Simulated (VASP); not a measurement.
A run of VASP 6.6.1 is set up as follows.

File INCAR:

```
SYSTEM = AlRu
ALGO = Normal ; EDIFF = 1E-6
ENCUT = 520 ; ISIF = 2
ISMEAR = -1 ; LASPH = .True.
LCHARG = .False. ; LMAXMIX = 4
LMIXTAU = .True. ; LREAL = .False.
LWAVE = .False. ; METAGGA = RSCAN
NELM = 60 ; PREC = Accurate
SIGMA = 0.05
```

KPOINTS

```
k-points
0
Gamma
  9 9 9
  0 0 0
```

The input POSCAR:

```
AlRu
1.0
    2.9916000000      0.0000000000      0.0000000000
    0.0000000000      2.9916000000      0.0000000000
    0.0000000000      0.0000000000      2.9916000000
Ru Al
1 1
Direct
    0.5000000000      0.5000000000      0.5000000000
    0.0000000000      0.0000000000      0.0000000000
```

File KPOINTS_OPT:

```
path GXMGRX,MR
20
line-mode
reciprocal
 0.0000000000  0.0000000000  0.0000000000  G
 0.0000000000  0.5000000000  0.0000000000  X

 0.0000000000  0.5000000000  0.0000000000  X
 0.5000000000  0.5000000000  0.0000000000  M

 0.5000000000  0.5000000000  0.0000000000  M
 0.0000000000  0.0000000000  0.0000000000  G

 0.0000000000  0.0000000000  0.0000000000  G
 0.5000000000  0.5000000000  0.5000000000  R

 0.5000000000  0.5000000000  0.5000000000  R
 0.0000000000  0.5000000000  0.0000000000  X

 0.5000000000  0.5000000000  0.0000000000  M
 0.5000000000  0.5000000000  0.5000000000  R
```

Potentials or basis: VASP PAW PBE potentials, release 64 (Ru_pv, Al).

Run with:

```console
$ cat potpaw_PBE.64/Ru_pv/POTCAR potpaw_PBE.64/Al/POTCAR > POTCAR
$ mpirun -np 1 vasp_std > vasp.out
```

(1) Predict the band gap along the path.

(2) What does it give for the pressure?

## Answers

(1) none (metal or under the smearing width).

(2) -2.3 GPa.

Caveat: the PAW data sets were made with another functional, which shifts forces and pressure a little.
